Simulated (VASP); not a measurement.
# Ti (P6_3/mmc) in VASP: further runs, part 2 of 2

VASP 6.6.1. Earlier steps stand in the parts before.

## (6) Relaxation of shape and atoms at fixed volume, PBE (a relaxed cell with its volume scaled by 0.98)

Contents of INCAR:

```
PREC     = Accurate       # precision mode
ENCUT    = 600            # plane-wave cutoff, eV
EDIFF    = 1E-7           # SCF threshold, eV
ISMEAR   = 1              # smearing method
SIGMA    = 0.1            # smearing width, eV
LREAL    = F              # projectors in reciprocal space
LASPH    = T              # aspherical terms in the spheres
NELM     = 80             # most SCF steps
ALGO     = Fast           # electronic algorithm
ISIF     = 4              # what is computed and relaxed
LWAVE    = F              # write WAVECAR
LCHARG   = F              # write CHGCAR
GGA      = PE             # functional
IBRION   = 2              # ionic algorithm
NSW      = 40             # ionic steps
EDIFFG   = -0.01          # ionic threshold
```

Contents of KPOINTS:

```
regular mesh
0
Gamma
  15 15 8
```

Contents of POSCAR:

```
Ti                                      
1.0
    2.9173634081      0.0000000000      0.0000000000
   -1.4586817041      2.5265108236     -0.0000000000
    0.0000000000     -0.0000000000      4.6139099554
  Ti            
     2
Direct
     0.3333333332999970    0.6666666667000030    0.2500000000000000
     0.6666666667000030    0.3333333332999970    0.7500000000000000
```

Potentials or basis: VASP PAW PBE potentials, release 64 (Ti_sv).

The run is started by

```bash
$ cat potpaw_PBE.64/Ti_sv/POTCAR > POTCAR
$ mpirun -np 1 vasp_std > vasp.out
```

OUTCAR:

```text
PREC = Accurate
   ENCUT = 600
   EDIFF = 1E-7
   ISMEAR = 1
   LREAL = F
   LASPH = T
   NELM = 80
   ISIF = 4
   GGA = PE
   IBRION = 2
   NSW = 40
   EDIFFG = -0.01

 ion  position               nearest neighbor table
   1  0.333  0.667  0.250-   2 2.86   2 2.86   2 2.86   2 2.86   2 2.86   2 2.86
   2  0.667  0.333  0.750-   1 2.86   1 2.86   1 2.86   1 2.86   1 2.86   1 2.86

  LATTYP: Found a hexagonal cell.
 ALAT       =     2.9173634081
 C/A-ratio  =     1.5815341834

  Lattice vectors:

 A1 = (   2.9173634081,   0.0000000000,   0.0000000000)
 A2 = (  -1.4586817041,   2.5265108236,   0.0000000000)
 A3 = (   0.0000000000,   0.0000000000,   4.6139099554)

Analysis of symmetry for initial positions (statically):
=====================================================================
 Subroutine PRICEL returns:
 Original cell was already a primitive cell.

 Routine SETGRP: Setting up the symmetry group for a
 hexagonal supercell.

 Subroutine GETGRP returns: Found 24 space group operations
 (whereof 12 operations were pure point group operations)
 out of a pool of 24 trial point group operations.

The static configuration has the point symmetry D_3d.
[... 168 lines left out ...]

 val. band max:        8.5690874490   @ k =   0.1333   0.0667   0.2500
 cond. band min:       8.5864428535   @ k =   0.3333   0.3333   0.2500
 fundamental gap:      0.0173554045
 Fermi energy:         8.5719330482

 k-point     1 :       0.0000    0.0000    0.0000
  band No.  band energies     occupation
      1     -48.2695      2.00000
      2     -48.1197      2.00000
      3     -24.8873      2.00000
      4     -24.1947      2.00000
      5     -24.1947      2.00000
      6     -24.1275      2.00000
[... 433 lines left out ...]
      3     -24.6467      2.00000
      4     -24.5178      2.00000
      5     -24.5075      2.00000
      6     -24.4357      2.00000
[... 8 lines left out ...]
     15       9.9326     -0.00000
     16      11.6806      0.00000

 [... further k-points ...]

------------------------ aborting loop because EDIFF is reached ----------------------------------------

  FORCE on cell =-STRESS in cart. coord.  units (eV):
  Direction    XX          YY          ZZ          XY          YZ          ZX
  --------------------------------------------------------------------------------------
  -------------------------------------------------------------------------------------
  Total        0.4982873      0.4982873      0.4867499     -0.0000000      0.0000000      0.0000000
  in kB       23.4752173     23.4752173     22.9316672     -0.0000000      0.0000000      0.0000000
  external PRESSURE =      23.2940340 kB  Pullay stress =       0.0000000 kB

 VOLUME and BASIS-vectors are now :
 -----------------------------------------------------------------------------
  energy-cutoff  :      600.00
  volume of cell :       34.01
      direct lattice vectors                 reciprocal lattice vectors
     2.917363408  0.000000000  0.000000000     0.342775260  0.197901388  0.000000000
    -1.458681704  2.526510824  0.000000000     0.000000000  0.395802777  0.000000000
     0.000000000  0.000000000  4.613909955     0.000000000  0.000000000  0.216735916

 POSITION                                       TOTAL-FORCE (eV/Angst)
 -----------------------------------------------------------------------------------
     -0.00000      1.68434      1.15348        -0.000000     -0.000000      0.000000
      1.45868      0.84217      3.46043         0.000000      0.000000      0.000000
 -----------------------------------------------------------------------------------
    total drift:                               -0.000000      0.000000     -0.000000

  FREE ENERGIE OF THE ION-ELECTRON SYSTEM (eV)
  ---------------------------------------------------
  free  energy   TOTEN  =       -15.6663131971 eV

  energy  without entropy=      -15.6665437773  energy(sigma->0) =      -15.66639006

 reached required accuracy - stopping structural energy minimisation
```

OSZICAR:

```text
N       E                     dE             d eps       ncg     rms          rms(c)
DAV:   1     0.262633801588E+03    0.26263E+03   -0.14738E+04  4320   0.205E+03
DAV:   2     0.117494874969E+02   -0.25088E+03   -0.24959E+03  4456   0.522E+02
DAV:   3    -0.164329624428E+02   -0.28182E+02   -0.27993E+02  8536   0.141E+02
[... 42 lines left out ...]
RMM:  46    -0.156663127237E+02   -0.12449E-06   -0.15801E-06  3596   0.722E-03    0.201E-02
RMM:  47    -0.156663129063E+02   -0.18268E-06   -0.13188E-06  2942   0.551E-03    0.203E-02
RMM:  48    -0.156663129957E+02   -0.89360E-07   -0.11384E-06  3059   0.495E-03    0.203E-02
RMM:  49    -0.156663131233E+02   -0.12757E-06   -0.93846E-07  2841   0.450E-03    0.206E-02
RMM:  50    -0.156663131971E+02   -0.73826E-07   -0.85799E-07  2895   0.408E-03
   1 F= -.15666313E+02 E0= -.15666390E+02  d E =-.156663E+02
```

Wall time 7 min (1 thread of AMD EPYC 7R43 (Zen 3), shared host); peak memory 0.17 GiB.

Results:

```
Free energy             : -15.6663 eV
Pressure after relaxing : 2.3 GPa
Band gap on the k mesh  : none (metal or under the smearing width)
```

Final structure:
```cif
data_structure
_symmetry_space_group_name_H-M 'P 1'
_symmetry_Int_Tables_number 1
_cell_length_a 2.9174
_cell_length_b 2.9174
_cell_length_c 4.6139
_cell_angle_alpha 90.000
_cell_angle_beta 90.000
_cell_angle_gamma 120.000
_cell_volume 34.01
loop_
_atom_site_label
_atom_site_type_symbol
_atom_site_fract_x
_atom_site_fract_y
_atom_site_fract_z
_atom_site_occupancy
Ti1 Ti 0.33333 0.66667 0.25000 1
Ti2 Ti 0.66667 0.33333 0.75000 1
```

Levels at points of the mesh, in eV from the Fermi level:
```
           k point  band 9  band 10  band 11  band 12  band 13  band 14  band 15  band 16
(0.00, 0.00, 0.00)   -6.27    -2.75     0.77     0.77     0.83     0.90     1.29     1.29
(0.00, 0.00, 0.50)   -4.38    -4.38     0.07     0.07     0.67     0.67     0.67     0.67
```

Caveat: the relaxation stopped at its first step, so nothing moved.

## (7) Summary

```csv
task,cell,gap on the mesh (eV),pressure (GPa)
relaxation of cell and atoms,relaxed,none,0.0
relaxation of shape and atoms at fixed volume,atoms relaxed at fixed volume from: a relaxed cell with its volume scaled by 0.94,none,7.6
relaxation of shape and atoms at fixed volume,atoms relaxed at fixed volume from: a relaxed cell with its volume scaled by 0.96,none,4.9
relaxation of shape and atoms at fixed volume,atoms relaxed at fixed volume from: a relaxed cell with its volume scaled by 0.98,none,2.3
```

Alike in all rows: level PBE; potentials or basis VASP PAW PBE potentials, release 64 (Ti_sv); no spin polarisation; k mesh 15 × 15 × 8; cutoff (eV) 600; smearing methfessel-paxton 0.1 eV.

Caveats: the relaxation stopped at its first step, so nothing moved (some runs).

Total energies depend on the potentials used, so only differences within one code and one set of settings carry meaning.
